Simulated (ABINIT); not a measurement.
# As (R-3m) in ABINIT: further runs

The runs below take As through single point, with PBE.

Program: ABINIT 10.8.3 (patched build). These are calculated values, not measurements. Logs are shortened: lines on timing, memory, paths and dates and some standing lists are left out, and cuts for length are marked. The log counts tension as positive stress, the text compression.

### 1 The structure

It takes space group R-3m (No. 166, trigonal). The conventional cell has a = 3.762 Å, b = 3.762 Å, c = 10.542 Å, α = 90.00°, β = 90.00°, γ = 120.00°. As (site symmetry 3m) has 3 As at 2.51 Å as nearest neighbours.

### 2 Single point, PBE

run.abi

```
# Pseudopotentials
pp_dirpath "./"
pseudos "As.upf"

# Structure
acell 4.131 4.131 4.131 Angstrom
rprim
     0.4552885255     0.2628609527     0.8506564983
    -0.4552885255     0.2628609527     0.8506564983
     0.0000000000    -0.5257219055     0.8506564983
ntypat 1
znucl 33
natom 2
typat 1 1
xred
     0.2260000000     0.2260000000     0.2260000000
     0.7740000000     0.7740000000     0.7740000000

# Plane-wave basis
ecut 42.0

# k points
kptopt 1
ngkpt 9 9 9
nshiftk 1
shiftk 0.0 0.0 0.0

# Exchange and correlation
ixc 11

# Bands and occupations
nband 19
occopt 3
tsmear 0.05 eV

# SCF cycle
nstep 100
tolvrs 1.0e-10

# Output
iomode 3
prtwf 0
prteig 0
prtebands 0
enunit 2
prtden 1
prtvha 1
prtvclmb 1
prtpot 1
prtelf 1
```

Potentials or basis: PseudoDojo NC SR PBE v0.4.1 standard.

Started as:

```console
> abinit run.abi > log 2>&1
```

run.abo:

```text
.Version 10.8.3 of ABINIT
 Symmetries : space group R-3 m (#166); Bravais hR (rhombohedral)
================================================================================
 Values of the parameters that define the memory need of the present run
     intxc =       0    ionmov =       0      iscf =       7    lmnmax =       6
     lnmax =       6     mgfft =      48  mpssoang =       3    mqgrid =    3001
     natom =       2  nloc_mem =       1    nspden =       1   nspinor =       1
    nsppol =       1      nsym =      12    n1xccc =    2501    ntypat =       1
    occopt =       3   xclevel =       2
       mpw =        3817          nfft =      110592          nkpt =          85
================================================================================
================================================================================

--------------------------------------------------------------------------------
------------- Echo of variables that govern the present computation ------------
--------------------------------------------------------------------------------
 -outvars: echo values of preprocessed input variables --------
            acell      7.8064586261E+00  7.8064586261E+00  7.8064586261E+00 Bohr
              amu      7.49215900E+01
             ecut      4.20000000E+01 Hartree
           enunit           2
                       outvar_i_n : Printing only first  50 k-points.
              ixc          11
                       outvar_i_n : Printing only first  50 k-points.
         kptrlatt        9    0    0      0    9    0      0    0    9
          kptrlen      6.39754387E+01
            natom           2
            nband          19
            ngfft          48      48      48
             nkpt          85
            nstep         100
             nsym          12
           ntypat           1
                       prtocc : prtvol=0, do not print more k-points.
           occopt           3
        prtebands           0
           prteig           0
           prtelf           1
           prtpot           1
         prtvclmb           1
           prtvha           1
            prtwf           0
            rprim      4.5528852550E-01  2.6286095270E-01  8.5065649830E-01
                      -4.5528852550E-01  2.6286095270E-01  8.5065649830E-01
                       0.0000000000E+00 -5.2572190550E-01  8.5065649830E-01
          spgroup         166
           tolvrs      1.00000000E-10
           tsmear      1.83746611E-03 Hartree
            typat      1  1
                       outvars : Printing only first  50 k-points.
           xangst     -1.7531415844E-17 -9.3360678491E-11  2.3825340323E+00
                      -1.5027569353E-17 -3.1974003639E-10  8.1596519512E+00
            xcart     -3.3129574545E-17 -1.7642611328E-10  4.5023368066E+00
                      -2.8397990416E-17 -6.0422110026E-10  1.5419507470E+01
             xred      2.2600000000E-01  2.2600000000E-01  2.2600000000E-01
                       7.7400000000E-01  7.7400000000E-01  7.7400000000E-01
            znucl       33.00000

================================================================================
[... 119 lines left out ...]
    1      -0.056745750718     -0.056745750718     -0.056745750718
    2       0.056745750718      0.056745750718      0.056745750718

 cartesian coordinates (angstrom) at end:
    1     -0.00000000000000    -0.00000000009336     2.38253403225561
    2     -0.00000000000000    -0.00000000031974     8.15965195117629

 cartesian forces (hartree/bohr) at end:
    1     -0.00000000000000    -0.00000000000000     0.00854525563925
    2      0.00000000000000     0.00000000000000    -0.00854525563925
 frms,max,avg= 4.9336056E-03 8.5452556E-03   0.000E+00  0.000E+00  0.000E+00 h/b

 cartesian forces (eV/Angstrom) at end:
    1     -0.00000000000000    -0.00000000000000     0.43941471238184
    2      0.00000000000000     0.00000000000000    -0.43941471238184
 frms,max,avg= 2.5369620E-01 4.3941471E-01   0.000E+00  0.000E+00  0.000E+00 e/A
 length scales=  7.806458626125  7.806458626125  7.806458626125 bohr
              =  4.131000000000  4.131000000000  4.131000000000 angstroms
 Fermi (or HOMO) energy (hartree) =   0.20719   Average Vxc (hartree)=  -0.39438
 Eigenvalues (hartree) for nkpt=  85  k points:
 kpt#   1, nband= 19, wtk=  0.00137, kpt=  0.0000  0.0000  0.0000 (reduced coord)
  -1.12989   -1.12989   -1.12839   -1.12839   -1.12679   -1.12570   -1.12570   -1.12496
  -1.12383   -1.12383   -0.34707   -0.00681    0.11540    0.13184    0.13184    0.26613
   0.31341    0.31341    0.46100
      occupation numbers for kpt#   1
   2.00000    2.00000    2.00000    2.00000    2.00000    2.00000    2.00000    2.00000
   2.00000    2.00000    2.00000    2.00000    2.00000    2.00000    2.00000    0.00000
   0.00000    0.00000    0.00000
 prteigrs : prtvol=0 or 1, do not print more k-points.

 Fermi (or HOMO) energy (eV) =   5.63787   Average Vxc (eV)= -10.73171
 Eigenvalues (   eV  ) for nkpt=  85  k points:
 kpt#   1, nband= 19, wtk=  0.00137, kpt=  0.0000  0.0000  0.0000 (reduced coord)
 -30.74584  -30.74584  -30.70514  -30.70514  -30.66144  -30.63196  -30.63196  -30.61169
 -30.58101  -30.58101   -9.44435   -0.18524    3.14016    3.58747    3.58747    7.24183
   8.52838    8.52838   12.54448
 prteigrs : prtvol=0 or 1, do not print more k-points.

--- !EnergyTerms
iteration_state     : {dtset: 1, }
comment             : Components of total free energy in Hartree
kinetic             :  1.52447859726819E+02
hartree             :  6.01380625035654E+01
xc                  : -4.75138761337439E+01
Ewald energy        : -1.19670765817332E+02
psp_core            :  5.96902029941683E+00
local_psp           : -1.58847181961496E+02
non_local_psp       : -1.04655917042976E+02
internal            : -2.12132798425748E+02
'-kT*entropy'       : -5.37556567887366E-05
total_energy        : -2.12132852181404E+02
total_energy_eV     : -5.77242897616979E+03
band_energy         : -2.28597989689025E+01
...

 Cartesian components of stress tensor (hartree/bohr^3)
  sigma(1 1)= -1.38654795E-04  sigma(3 2)=  7.99478679E-13
  sigma(2 2)= -1.38654791E-04  sigma(3 1)=  0.00000000E+00
  sigma(3 3)= -1.11064084E-04  sigma(2 1)=  0.00000000E+00

-Cartesian components of stress tensor (GPa)         [Pressure=  3.8088E+00 GPa]
- sigma(1 1)= -4.07936491E+00  sigma(3 2)=  2.35214748E-08
- sigma(2 2)= -4.07936480E+00  sigma(3 1)=  0.00000000E+00
- sigma(3 3)= -3.26761818E+00  sigma(2 1)=  0.00000000E+00

== END DATASET(S) ==============================================================
================================================================================

 -outvars: echo values of variables after computation  --------
            acell      7.8064586261E+00  7.8064586261E+00  7.8064586261E+00 Bohr
           etotal     -2.1213285218E+02
            fcart     -2.3521497767E-18 -1.2901751470E-18  8.5452556392E-03
                       2.3521497767E-18  1.2901751470E-18 -8.5452556392E-03
            rprim      4.5528852550E-01  2.6286095270E-01  8.5065649830E-01
                      -4.5528852550E-01  2.6286095270E-01  8.5065649830E-01
                       0.0000000000E+00 -5.2572190550E-01  8.5065649830E-01
           strten     -1.3865479495E-04 -1.3865479137E-04 -1.1106408441E-04
                       7.9947867884E-13  0.0000000000E+00  0.0000000000E+00
           xangst     -1.7531415844E-17 -9.3360678491E-11  2.3825340323E+00
                      -1.5027569353E-17 -3.1974003639E-10  8.1596519512E+00
             xred      2.2600000000E-01  2.2600000000E-01  2.2600000000E-01
                       7.7400000000E-01  7.7400000000E-01  7.7400000000E-01
 Calculation completed.
```

Wall time 5 min (1 thread of Intel Xeon Platinum 8259CL at 2.50GHz (Skylake/Cascade Lake), shared host); peak memory 0.18 GiB.

What came out:

```
Free energy                                           : -5772.4290 eV
Pressure                                              : 3.8 GPa
Largest force                                         : 0.439 eV/Å
Band gap on the k mesh                                : none (metal or under the smearing width)
Valence electrons inside the program's atomic spheres : As 12.28 (radii [1.0584] Å)
```

Forces in eV/Å, atoms in the order of the input:
```
As   0.000  0.000  0.439
As   0.000  0.000 -0.439
```

Stress tensor (GPa, compression positive):
```
4.08 0.00 0.00
0.00 4.08 0.00
0.00 0.00 3.27
```

Levels at points of the mesh, in eV from the Fermi level:
```
           k point  band 11  band 12  band 13  band 14  band 15  band 16  band 17  band 18  band 19
(0.00, 0.00, 0.00)   -15.08    -5.82    -2.50    -2.05    -2.05     1.60     2.89     2.89     6.91
```

### 3 Single point, PBE

run.abi is that of step 2.

Potentials or basis: PseudoDojo NC SR PBE v0.5 standard.

Started as:

```console
> abinit run.abi > log 2>&1
```

Wall time 5.1 min (1 thread of Intel Xeon Platinum 8259CL at 2.50GHz (Skylake/Cascade Lake), shared host); peak memory 0.18 GiB.

The run converged. Its results:

```
Free energy                                           : -5772.4290 eV
Pressure                                              : 3.8 GPa
Largest force                                         : 0.439 eV/Å
Band gap on the k mesh                                : none (metal or under the smearing width)
Valence electrons inside the program's atomic spheres : As 12.28 (radii [1.0584] Å)
```

Forces on the atoms (eV/Å):
```
As   0.000  0.000  0.439
As   0.000  0.000 -0.439
```

Stress tensor (GPa, compression positive):
```
4.08 0.00 0.00
0.00 4.08 0.00
0.00 0.00 3.27
```

Levels at points of the mesh, in eV from the Fermi level:
```
           k point  band 13  band 14  band 15  band 16  band 17  band 18
(0.00, 0.00, 0.00)    -2.50    -2.05    -2.05     1.60     2.89     2.89
```
